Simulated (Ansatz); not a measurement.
Here is an Ansatz 0.2.0 calculation.

The input input:

```
crystal:
  lattice:
    - [1.397149, -2.600516, 0.0]
    - [1.397149, 2.600516, 0.0]
    - [0.0, 0.0, 2.698231]
  atoms:
    - { symbol: Ge, position: [0.5, 0.5, 0.0] }
hamiltonian:
  xc: { exchange: pbe, correlation: pbe, exx: { coeff: 0.25, omega: 0.4 } }
  pseudopotentials: { kind: paw }
kpoints:
  mp_grid: { grid: [6, 6, 5] }
scf:
  occupations: { method: fermi_dirac, width: 0.05 }
output:
  forces: true
  stress: true
  eigenvalues: true
```

Question: What does it give for the band gap on the k mesh?

Answer: None (metal or under the smearing width).

Question: Estimate the pressure.

Answer: -0.5 GPa.

Stress tensor (GPa, compression positive):
```
 2.52  0.00  0.00
 0.00 -7.65  0.00
 0.00  0.00  3.57
```

Caveat: the k mesh is coarse (spacing up to 0.47 Å⁻¹), so the values aren't converged, least of all with exact exchange; the PAW data sets come from PBE, with cores solved anew for the run's functional, which leaves a small shift of forces and pressure; the thresholds are loose for stress.
